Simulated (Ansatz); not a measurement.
Wanted: the native input for an Ansatz 0.2.0 run.

| Property | Result |
| --- | --- |
| Task | single point |
| Functional | PBE |
| Potentials or basis | Ansatz PAW |
| Cutoff | 420 eV (not typed: the program's choice for these potentials) |
| k mesh | 10 × 10 × 8 |
| Occupations | gaussian, width 0.023 eV |
| Spin | no spin polarisation |

MgB2:

```
Mg B
1.0
     3.08500    0.00000    0.00000
    -1.54250    2.67169    0.00000
     0.00000    0.00000    3.52300
Mg B
1 2
Cartesian
  0.0000 0.0000 0.0000
  1.5425 0.8906 1.7615
  0.0000 1.7811 1.7615
```

These files were run (other wordings do the same):

input.yaml

```yaml
crystal:
  lattice:
    - [3.085, 0.0, 0.0]
    - [-1.5425, 2.6716883707, 0.0]
    - [0.0, 0.0, 3.523]
  atoms:
    - { symbol: Mg, position: [0.0, 0.0, 0.0] }
    - { symbol: B, position: [0.6666666667, 0.3333333333, 0.5] }
    - { symbol: B, position: [0.3333333333, 0.6666666667, 0.5] }
hamiltonian:
  xc: pbe
  pseudopotentials: { kind: paw }
kpoints:
  mp_grid: { grid: [10, 10, 8] }
scf:
  occupations: { method: gaussian, width: 0.023 }
output:
  forces: true
  stress: true
  eigenvalues: true
```

Potentials or basis: Ansatz PAW.

The run is started by

```console
$ ansatz run input.yaml --threads 2 --pin off --max-ram 5632MiB --backend cpu --events-out ev --progress --plain --runs-dir out
```

It gave:

```
Pressure               : -0.9 GPa
Band gap on the k mesh : none (metal or under the smearing width)
```

Wall time 0.97 s on 2 threads of Intel(R) Xeon(R) Processor @ 2.70GHz (shared host), peak memory 0.32 GiB.
